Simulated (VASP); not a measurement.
# MoS2 (R-3m) in VASP: notebook

The runs below take MoS2 through relaxation of cell and atoms, single point, with PBE+D2, PBEsol.

Program: VASP 6.6.1. These are calculated values, not measurements. Logs are shortened: lines on timing, memory, paths and dates and some standing lists are left out, and cuts for length are marked.

## 1. Starting point

The structure is trigonal, space group R-3m (No. 166). Conventional cell: a = 3.171 Å, b = 3.171 Å, c = 18.345 Å, α = 90.00°, β = 90.00°, γ = 120.00°. Mo (site symmetry -3m) has 6 S at 2.39 Å as nearest neighbours. S (site symmetry 3m) has 3 Mo at 2.39 Å as nearest neighbours.

Measurements of this composition are mostly on another form, of space group No. 194.

## 2. Relaxation of cell and atoms, PBE+D2

Input file INCAR:

```
SYSTEM = MoS2
  ALGO = Normal
  EDIFF = 1E-7
  EDIFFG = -0.02
  ENCUT = 600
  GGA = PE
  IBRION = 2
  ISIF = 3
  ISMEAR = -1
  IVDW = 1
  LASPH = .TRUE.
  LCHARG = .FALSE.
  LREAL = .FALSE.
  LWAVE = .FALSE.
  NELM = 60
  NSW = 60
  PREC = Accurate
  SIGMA = 0.05
```

Input file KPOINTS:

```
k-points
0
G
  10 10 10
  0 0 0
```

Input file POSCAR:

```
MoS2
1.0
    1.5855000000      0.9153888518      6.1149966667
   -1.5855000000      0.9153888518      6.1149966667
    0.0000000000     -1.8307777036      6.1149966667
Mo S
1 2
Direct
    0.0000000000      0.0000000000      0.0000000000
    0.2500000000      0.2500000000      0.2500000000
    0.7500000000      0.7500000000      0.7500000000
```

Potentials or basis: VASP PAW PBE potentials, release 64 (Mo_sv, S).

Command:

```sh
cat potpaw_PBE.64/Mo_sv/POTCAR potpaw_PBE.64/S/POTCAR > POTCAR
mpirun -np 1 vasp_std > vasp.out
```

OUTCAR:

```text
SYSTEM = MoS2
   EDIFF = 1E-7
   EDIFFG = -0.02
   ENCUT = 600
   GGA = PE
   IBRION = 2
   ISIF = 3
   ISMEAR = -1
   IVDW = 1
   LASPH = .TRUE.
   LREAL = .FALSE.
   NELM = 60
   NSW = 60
   PREC = Accurate
  IVDW =   1

 ion  position               nearest neighbor table
   1  0.000  0.000  0.000-   3 2.39   2 2.39   3 2.39   3 2.39   2 2.39   2 2.39
   2  0.250  0.250  0.250-   1 2.39   1 2.39   1 2.39
   3  0.750  0.750  0.750-   1 2.39   1 2.39   1 2.39

  LATTYP: Found a trigonal (rhomboedric) cell.
 ALAT       =     6.3831756386
 COS(alpha) =     0.8766074614

  Lattice vectors:

 A1 = (   1.5855000000,   0.9153888518,   6.1149966667)
 A2 = (  -1.5855000000,   0.9153888518,   6.1149966667)
 A3 = (   0.0000000000,  -1.8307777036,   6.1149966667)

Analysis of symmetry for initial positions (statically):
=====================================================================
 Subroutine PRICEL returns:
 Original cell was already a primitive cell.

 Routine SETGRP: Setting up the symmetry group for a
 trigonal (rhombohedral) supercell.

 Subroutine GETGRP returns: Found 12 space group operations
 (whereof 12 operations were pure point group operations)
 out of a pool of 12 trial point group operations.

The static configuration has the point symmetry D_3d.

Analysis of symmetry for dynamics (positions and initial velocities):
=====================================================================
 Subroutine PRICEL returns:
 Original cell was already a primitive cell.

 Routine SETGRP: Setting up the symmetry group for a
 trigonal (rhombohedral) supercell.

 Subroutine GETGRP returns: Found 12 space group operations
 (whereof 12 operations were pure point group operations)
 out of a pool of 12 trial point group operations.

The dynamic configuration has the point symmetry D_3d.

 Subroutine INISYM returns: Found 12 space group operations
 (whereof 12 operations are pure point group operations),
 and found     1 'primitive' translations

----------------------------------------------------------------------------------------

                                     Primitive cell

  volume of cell :      53.2500

  direct lattice vectors                    reciprocal lattice vectors
     1.585500000  0.915388852  6.114996667     0.315357931  0.182071986  0.054510796
    -1.585500000  0.915388852  6.114996667    -0.315357931  0.182071986  0.054510796
     0.000000000 -1.830777704  6.114996667     0.000000000 -0.364143973  0.054510796

  length of vectors
     6.383175639  6.383175639  6.383175639     0.368201385  0.368201385  0.368201385

  position of ions in fractional coordinates (direct lattice)
     0.000000000  0.000000000  0.000000000
     0.250000000  0.250000000  0.250000000
     0.750000000  0.750000000  0.750000000

  ion indices of the primitive-cell ions
   primitive index   ion index
                 1           1
                 2           2
                 3           3

----------------------------------------------------------------------------------------

 KPOINTS: k-points

Automatic generation of k-mesh.
 Grid dimensions read from file:
 generate k-points for:   10   10   10

 Generating k-lattice:

  Cartesian coordinates                     Fractional coordinates (reciprocal lattice)
     0.031535793  0.018207199  0.005451080     0.100000000  0.000000000  0.000000000
    -0.031535793  0.018207199  0.005451080     0.000000000  0.100000000  0.000000000
     0.000000000 -0.036414397  0.005451080     0.000000000  0.000000000  0.100000000

  Length of vectors
     0.036820138  0.036820138  0.036820138

  Shift w.r.t. Gamma in fractional coordinates (k-lattice)
     0.000000000  0.000000000  0.000000000

 Subroutine IBZKPT returns following result:
 ===========================================

 Found    116 irreducible k-points:

 Following reciprocal coordinates:
            Coordinates               Weight
  0.000000  0.000000  0.000000      1.000000
  0.100000  0.000000 -0.000000      6.000000
  0.200000  0.000000 -0.000000      6.000000
  0.300000  0.000000  0.000000      6.000000
  0.400000  0.000000  0.000000      6.000000
  0.500000 -0.000000  0.000000      3.000000
[... 16 lines left out ...]
  0.300000  0.300000  0.000000      6.000000
  0.400000  0.300000  0.000000     12.000000
 [... further k-points ...]
   k-points           NKPTS =    116   k-points in BZ     NKDIM =    116   number of bands    NBANDS=     17
   number of dos      NEDOS =    301   number of ions     NIONS =      3
   total plane-waves  NPLWV = 157464
   dimension x,y,z NGX =    54 NGY =   54 NGZ =   54
   dimension x,y,z NGXF=   108 NGYF=  108 NGZF=  108
   ions per type =               1   2
   NGX,Y,Z   is equivalent  to a cutoff of  14.06, 14.06, 14.06 a.u.
   NGXF,Y,Z  is equivalent  to a cutoff of  28.13, 28.13, 28.13 a.u.
 SYSTEM =  MoS2
   PREC   = accura    normal or accurate (medium, high low for compatibility)
   ISTART =      0    job   : 0-new  1-cont  2-samecut
   ICHARG =      2    charge: 1-file 2-atom 10-const
   ISPIN  =      1    spin polarized calculation?
   LNONCOLLINEAR =      F non collinear calculations
   LSORBIT =      F    spin-orbit coupling
   LASPH  =      T    aspherical Exc in radial PAW
   ENCUT  =  600.0 eV  44.10 Ry    6.64 a.u.  12.75 12.75 12.75*2*pi/ulx,y,z
   NELM   =     60;   NELMIN=  2; NELMDL= -5     # of ELM steps
   EDIFF  = 0.1E-06   stopping-criterion for ELM
   LREAL  =      F    real-space projection
   EDIFFG = -.2E-01   stopping-criterion for IOM
   NSW    =     60    number of steps for IOM
   IBRION =      2    ionic relax: 0-MD 1-quasi-New 2-CG
   NFREE  =      1    steps in history (QN), initial steepest desc. (CG)
   ISIF   =      3    stress and relaxation
   ISYM   =      2    0-nonsym 1-usesym 2-fastsym
   POTIM  = 0.5000    time-step for ionic-motion
   TEBEG  =    0.0;   TEEND  =   0.0 temperature during run
   PSTRESS=    0.0 pullay stress
   NELECT =      26.0000    total number of electrons
   NUPDOWN=      -1.0000    fix difference up-down
   EMIN   =  10.00;   EMAX   =-10.00  energy-range for DOS
   EFERMI =   0.00;   METHOD = LEGACY
   ISMEAR =    -1;   SIGMA  =   0.05  broadening in eV -4-tet -1-fermi 0-gaus
   EFERMI_NEDOS =   21; number of points for ismear=-14 and -15
   IALGO  =     38    algorithm
   IMIX   =      4    mixing-type and parameters
     AMIX     =   0.40;   BMIX     =  1.00
     AMIX_MAG =   1.60;   BMIX_MAG =  1.00
  volume/ion in A,a.u.               =      17.75       119.78
  Fermi-wavevector in a.u.,A,eV,Ry     =   1.289118  2.436081 22.610522  1.661826
  Thomas-Fermi vector in A             =   2.421031
   LORBIT       =      0    0 simple, 1 ext, 2 COOP (PROOUT), +10 PAW based schemes
   GGA     = PE    functional components
   LHFCALC =     F    Hartree Fock is set to
   AEXX    =    0.0000 exact exchange contribution
   IVDW    =     1    specifies the selected vdW correction
   LEPSILON=     F    determine dielectric tensor
   LRPA    =     F    only Hartree local field effects (RPA)
 conjugate gradient relaxation of ions
 non-spin polarized calculation
  energy-cutoff  :      600.00
  volume of cell :       53.25
 maximum number of plane-waves:      1800
 NGX is ok and might be reduce to    54
   NGX = 25   NGY = 25   NGZ = 25

--------------------------------------- Ionic step        1  -------------------------------------------

 number of electron      26.0000000 magnetization

 Free energy of the ion-electron system (eV)
  ---------------------------------------------------
  ext. energy  EPLUGINS =         0.00000000
  ---------------------------------------------------
  free energy    TOTEN  =       -20.95316126 eV

  energy without entropy =      -20.94719714  energy(sigma->0) =      -20.95017920

------------------------ aborting loop because EDIFF is reached ----------------------------------------

  DFT-D2 method for vdW energy calculation

  Number of pair interactions contributing to vdW energy:   59086

  Edisp (eV):   -0.81278

  FORCE on cell =-STRESS in cart. coord.  units (eV):
  Direction    XX          YY          ZZ          XY          YZ          ZX
  --------------------------------------------------------------------------------------
  -------------------------------------------------------------------------------------
  Total       2.08606     2.08606     2.76757     0.00000     0.00000     0.00000
  in kB      62.76505    62.76505    83.27010     0.00000     0.00000     0.00000
  external pressure =       69.60 kB  Pullay stress =        0.00 kB
[... 104 lines left out ...]
  FREE ENERGIE OF THE ION-ELECTRON SYSTEM (eV)
  ---------------------------------------------------
  free  energy   TOTEN  =       -21.8240100330 eV

  energy  without entropy=      -21.8177816539  energy(sigma->0) =      -21.82089584

[... ionic steps 4 to 8 ...]

--------------------------------------- Ionic step        9  -------------------------------------------

 number of electron      26.0000000 magnetization

------------------------ aborting loop because EDIFF is reached ----------------------------------------

  DFT-D2 method for vdW energy calculation

  Number of pair interactions contributing to vdW energy:   57739
[... 75 lines left out ...]
  energy  without entropy=      -21.8199668510  energy(sigma->0) =      -21.82311831

--------------------------------------- Ionic step       11  -------------------------------------------

 number of electron      26.0000001 magnetization

 Free energy of the ion-electron system (eV)
  ---------------------------------------------------
  ext. energy  EPLUGINS =         0.00000000
  ---------------------------------------------------
  free energy    TOTEN  =       -21.01415441 eV

  energy without entropy =      -21.00780729  energy(sigma->0) =      -21.01098085

 E-fermi :   7.5327     XC(G=0): -10.7870

 val. band max:        7.5140245199   @ k =   0.1000   0.0000  -0.0000
 cond. band min:       7.5463844378   @ k =   0.1000   0.1000  -0.0000
 fundamental gap:      0.0323599179
 Fermi energy:         7.5327450462

 k-point     1 :       0.0000    0.0000    0.0000
  band No.  band energies     occupation
      1     -54.2696      2.00000
      2     -28.3107      2.00000
      3     -28.2560      2.00000
      4     -28.2560      2.00000
      5      -7.4175      2.00000
      6      -5.8680      2.00000
[... 9 lines left out ...]
     16      10.6576      0.00000
     17      10.6576      0.00000
[... 443 lines left out ...]
      1     -54.2413      2.00000
      2     -28.5269      2.00000
      3     -28.3371      2.00000
      4     -28.2535      2.00000
      5      -5.7658      2.00000
      6      -5.6164      2.00000
[... 9 lines left out ...]
     16      10.3543      0.00000
     17      11.7647      0.00000

 [... further k-points ...]

------------------------ aborting loop because EDIFF is reached ----------------------------------------

  DFT-D2 method for vdW energy calculation

  Number of pair interactions contributing to vdW energy:   57877

  Edisp (eV):   -0.81223

  FORCE on cell =-STRESS in cart. coord.  units (eV):
  Direction    XX          YY          ZZ          XY          YZ          ZX
  --------------------------------------------------------------------------------------
  -------------------------------------------------------------------------------------
  Total       0.02016     0.02016     0.05944    -0.00000    -0.00000     0.00000
  in kB       0.59519     0.59519     1.75495    -0.00000    -0.00000     0.00000
  external pressure =        0.98 kB  Pullay stress =        0.00 kB
[... 18 lines left out ...]
  FREE ENERGIE OF THE ION-ELECTRON SYSTEM (eV)
  ---------------------------------------------------
  free  energy   TOTEN  =       -21.8263832158 eV

  energy  without entropy=      -21.8200360889  energy(sigma->0) =      -21.82320965

 reached required accuracy - stopping structural energy minimisation
```

Run time: 31 min. Hardware: 1 thread of Intel Xeon 6975P-C (Granite Rapids), shared host; peak memory 0.49 GiB.

What came out:

| Item | Value |
| --- | --- |
| Free energy | -21.8264 eV |
| Relaxed volume | 18.09 Å³/atom |
| Relaxed cell | a = 6.378 Å, b = 6.378 Å, c = 6.378 Å, α = 29.09°, β = 29.09°, γ = 29.09° |
| Space group after relaxing (to 0.05 Å) | R-3m (No. 166) |
| Energy gained by relaxing | 20.1 meV/atom |
| Ionic steps | 11 |
| Pressure after relaxing | 0.1 GPa |
| Largest force after relaxing | 0.009 eV/Å |
| Band gap on the k mesh | none (metal or under the smearing width) |
| Dispersion energy per atom | -0.271 eV |

Forces in eV/Å, atoms in the order of the input:
```
Mo   0.000  0.000  0.000
S    0.000  0.000 -0.009
S    0.000  0.000  0.009
```

Step by step:
```csv
step,energy change (eV),largest force (eV/Å),pressure (GPa),volume (Å³)
1,0.0000,0.9857,6.96,53.25
2,0.1462,1.4041,-10.89,59.41
3,-0.0581,0.0330,-0.36,55.28
4,-0.0581,0.0596,-0.16,55.21
5,-0.0581,0.0763,-0.03,55.17
6,-0.0586,0.0691,0.00,55.07
7,-0.0596,0.0472,0.08,54.78
8,-0.0602,0.0018,0.27,54.19
9,-0.0600,0.0858,-0.52,54.39
10,-0.0603,0.0341,-0.05,54.27
11,-0.0604,0.0094,0.10,54.26
```

Final structure:
```
Mo S
1.0
     1.60200    0.92492    6.10374
    -1.60200    0.92492    6.10374
     0.00000   -1.84983    6.10374
Mo S
1 2
Direct
  0.00000 0.00000 0.00000
  0.24766 0.24766 0.24766
  0.75234 0.75234 0.75234
```

Caveat: atom-pairwise D2, TS and ULG terms overbind metals; pairwise dispersion overbinds metals, which lowers pressure and volume. Zero-point motion and thermal expansion aren't in these numbers.

[end of part 1 of 2]
